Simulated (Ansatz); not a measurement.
**Response to strain in InN**

Take InN in the wurtzite structure (space group P6_3mc, No. 186; a = 3.581 Å, c = 5.788 Å) as the base. Axes: x lies along a and z along c of the hexagonal cell.

Strains are applied to the cell and any free atomic positions relax; under biaxial strain the out-of-plane vector relaxes too.

Computed with PBE (Ansatz, an electronic-structure program; PAW; 420 eV plane waves; no spin-orbit coupling).

Notes on the quantities. pressure: mean of the normal stresses, compression positive.

```tsv
variant	volume per atom	pressure
base	16.06 Å³	0.0 GPa
biaxial strain −0.79 %, plane normal [001], relaxed out of plane	15.90 Å³	1.3 GPa
isotropic strain −1.37 %	15.41 Å³	5.6 GPa
isotropic strain +0.52 %	16.32 Å³	-1.8 GPa
```

A case with no gap was solved on a k-mesh chosen for an insulator, which is coarse for it. No phonon test of stability was made. The final runs are not spin-polarised.
